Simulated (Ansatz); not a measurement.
**TaN in Ansatz: the effect of target pressure**

TaN:

```xyz
2
Lattice="0.0000 2.2113 2.2113 2.2113 0.0000 2.2113 2.2113 2.2113 0.0000" Properties=species:S:1:pos:R:3 pbc="T T T"
Ta    2.2113    2.2113    2.2113
N     0.0000    0.0000    0.0000
```

The cell comes from a database or a generator and needn't be the stable form of this composition.

Alike in all runs:

* Program: Ansatz 0.2.0
* Task: relaxation of cell and atoms
* Functional: r2SCAN
* Potentials or basis: Ansatz PAW
* Cutoff: 500 eV (not typed: the program's choice for these potentials)
* k mesh: 10 × 10 × 10
* Occupations: fermi-dirac, width 0.05 eV
* Spin: no spin polarisation

Each run relaxes the cell or the atoms first.

Q: One run gave: relaxed volume 9.87 Å³/atom. Which target pressure did it use?
A. 20 GPa
B. 2 GPa
C. 10 GPa
D. 30 GPa
E. 0 GPa

A: D.

```tsv
target pressure	relaxed volume (Å³/atom)
0 GPa	10.62
2 GPa	10.56
5 GPa	10.47
10 GPa	10.34
20 GPa	10.09
30 GPa	9.87
```

Caveats: the plane-wave basis is chosen anew once the cell has moved, so the energies of steps on either side of that aren't comparable; the PAW data sets come from PBE, with cores solved anew for the run's functional, which leaves a small shift of forces and pressure.
